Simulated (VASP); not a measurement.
VASP 6.6.1 run: SiC

INCAR

```
SIGMA = 0.02
LASPH = .TRUE.
PREC = Accurate
NSW = 0
ENCUT = 520
IBRION = -1
ICHARG = 1
LREAL = .FALSE.
ISMEAR = -1
NELM = 81
LWAVE = .FALSE.
ISIF = 2
NBANDS = 11
LCHARG = .FALSE.
EDIFF = 1E-7
GGA = PE
```

KPOINTS

```
KPOINTS created by Atomic Simulation Environment
0
Gamma
10 10 10
0 0 0
```

POSCAR

```
Si C
 1.0000000000000000
     0.0000000000000000    2.2433939216000001    2.2433939216000001
     2.2433939216000001    0.0000000000000000    2.2433939216000001
     2.2433939216000001    2.2433939216000001    0.0000000000000000
 Si  C
   1   1
Cartesian
  0.0000000000000000  0.0000000000000000  0.0000000000000000
  1.1216969608000000  1.1216969608000000  1.1216969608000000
```

The recommended PBE PAW datasets give the neutral cell 8 valence electrons.

Command

```
mpirun -np 1 vasp_std
```

How does this run end, and what does it give?

It converged. Results: gap between bands v and c on the k mesh 1.43 eV; least direct gap on the k mesh 4.45 eV; pressure -13.4 GPa. Band v is the last that the valence electrons fill when counted band by band, and c is the next.

OSZICAR

```
N       E                     dE             d eps       ncg     rms          rms(c)
DAV:   1     0.339571515106E+01    0.33957E+01   -0.38189E+03  1050   0.604E+02
DAV:   2    -0.159738413656E+02   -0.19370E+02   -0.18393E+02  1324   0.105E+02
DAV:   3    -0.166144615702E+02   -0.64062E+00   -0.63941E+00  1288   0.161E+01
DAV:   4    -0.166170509622E+02   -0.25894E-02   -0.25893E-02  1179   0.132E+00
DAV:   5    -0.166170637252E+02   -0.12763E-04   -0.12763E-04  1256   0.859E-02    0.796E+00
DAV:   6    -0.150237450311E+02    0.15933E+01   -0.63602E+00  1148   0.108E+01    0.346E+00
DAV:   7    -0.149979303489E+02    0.25815E-01   -0.28944E-01  1235   0.315E+00    0.164E+00
DAV:   8    -0.149909071299E+02    0.70232E-02   -0.18873E-02  1175   0.912E-01    0.172E-01
DAV:   9    -0.149909919655E+02   -0.84836E-04   -0.18642E-03  1306   0.236E-01    0.109E-01
DAV:  10    -0.149911185001E+02   -0.12653E-03   -0.29167E-04  1166   0.101E-01    0.268E-02
DAV:  11    -0.149911214758E+02   -0.29758E-05   -0.56162E-05  1235   0.371E-02    0.719E-03
DAV:  12    -0.149911220328E+02   -0.55698E-06   -0.25529E-06  1196   0.947E-03    0.127E-03
DAV:  13    -0.149911220428E+02   -0.10016E-07   -0.15153E-07  1145   0.240E-03
   1 F= -.14991122E+02 E0= -.14991122E+02  d E =-.689043E-12
```

Standard output (part)

```
POSCAR found type information on POSCAR SiC
 POSCAR found :  2 types and       2 ions
 LDA part: xc-table for (Slater+PW92), standard interpolation
 POSCAR, INCAR and KPOINTS ok, starting setup
 WAVECAR not read
 WARNING: CHGCAR is incomplete
 entering main loop
```

One setting is odd (density file missing or never updated), but here it hardly changes the result.

On sound settings PBE gives a gap of 1.43 eV on its mesh and a pressure of -13.4 GPa for the intended cell. This run's energy (σ→0) differs from it by 0 meV an atom.
